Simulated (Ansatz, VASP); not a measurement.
Two plane-wave programs on AlN

File INCAR:

```
SYSTEM = AlN
ALGO = Normal
EDIFF = 1E-6
ENCUT = 520
GGA = PE
ISIF = 2
ISMEAR = 0
LASPH = .True.
LCHARG = .True.
LELF = .True.
LREAL = .False.
LVHAR = .True.
LWAVE = .False.
NBANDS = 16
NELM = 60
PREC = Accurate
SIGMA = 0.05
```

Contents of KPOINTS:

```
k-points
0
Gamma
  9 9 6
  0 0 0
```

Contents of POSCAR:

```
AlN
1.0
    3.3963000000      0.0000000000      0.0000000000
   -1.6981500000      2.9412820789      0.0000000000
    0.0000000000      0.0000000000      4.1875902404
Al N
2 2
Direct
    0.3333333333      0.6666666667      0.7500000000
    0.6666666667      0.3333333333      0.2500000000
    0.3333333333      0.6666666667      0.2500000000
    0.6666666667      0.3333333333      0.7500000000
```

Input for Ansatz:

```yaml
crystal:
  lattice:
    - [3.3963, 0.0, 0.0]
    - [-1.69815, 2.9412820789, 0.0]
    - [0.0, 0.0, 4.1875902404]
  atoms:
    - { symbol: Al, position: [0.3333333333, 0.6666666667, 0.75] }
    - { symbol: Al, position: [0.6666666667, 0.3333333333, 0.25] }
    - { symbol: "N", position: [0.3333333333, 0.6666666667, 0.25] }
    - { symbol: "N", position: [0.6666666667, 0.3333333333, 0.75] }
basis:
  ecutwfc: 520.0
kpoints:
  mp_grid: { grid: [9, 9, 6] }
hamiltonian:
  xc: pbe
  pseudopotentials: { kind: paw, azcp: { folder: soft_1 } }
scf:
  occupations: { method: gaussian, width: 0.05 }
output:
  forces: true
  stress: true
  eigenvalues: true
```

Alike in both runs: task single point; functional PBE; k mesh 9 × 9 × 6; occupations gaussian, width 0.05 eV; no spin polarisation.

|  | VASP | Ansatz |
| --- | --- | --- |
| version | VASP 6.6.1 | Ansatz 0.2.0 |
| potentials or method | VASP PAW PBE potentials, release 64 (Al, N) | scalar-relativistic, plane waves, PAW |
| plane-wave cutoff (eV) | 520 | 520 |
| valence electrons in the cell | 16 | 16 |

Ansatz gave:

- gap on the k mesh at the Fermi level (eV): 2.97
- least direct gap on the mesh (eV): 2.97
- pressure (GPa): -9.7
- largest component of the traceless stress (GPa): 3.32

Task: Estimate VASP's values.

Result: gap on the k mesh at the Fermi level (eV): 2.97; least direct gap on the mesh (eV): 2.97; pressure (GPa): -9.8; largest component of the traceless stress (GPa): 3.42.

With one functional, cell and mesh, what is left measures potentials, basis and numerics.
